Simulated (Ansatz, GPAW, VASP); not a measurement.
**One calculation of Fe, 3 ways**

```
Fe
1.0
    -1.44300    1.44300    1.44300
     1.44300   -1.44300    1.44300
     1.44300    1.44300   -1.44300
Fe
1
Direct
  0.00000 0.00000 0.00000
```

Alike in all runs: task single point; functional PBE; k mesh 13 × 13 × 13; occupations gaussian, width 0.012 eV; collinear spin, ferromagnetic start; no spin-orbit coupling. Pressure is positive in compression and, in plane waves, holds the error of the finite cutoff, which Ansatz's Pulay term estimates and takes out.

```tsv
program and potentials	plane-wave cutoff (eV)	notes	pressure (GPa)	net moment per atom (μB)
Ansatz, Ansatz PAW	420	16 valence electrons an atom on average; Pulay term of +0.09 GPa included	-9.67	2.25
VASP, PBE PAW files Fe, 520 eV	520	8 valence electrons an atom on average	-9.20	2.28
GPAW, GPAW PAW data sets (gpaw-data 1.2.1)	600	8 valence electrons an atom on average	-8.03	2.25
```

The pressure spans -9.67 (Ansatz, Ansatz PAW) to -8.03 GPa (GPAW, GPAW PAW data sets (gpaw-data 1.2.1)). The net moment per atom spans 2.25 (Ansatz, Ansatz PAW) to 2.28 μB (VASP, PBE PAW files Fe, 520 eV). The state is the one that the start led to, which needn't be the lowest.

The functional is the same throughout but for its coding, so the spread measures potentials, basis and numerics; runs on potential files found faulty are left out.
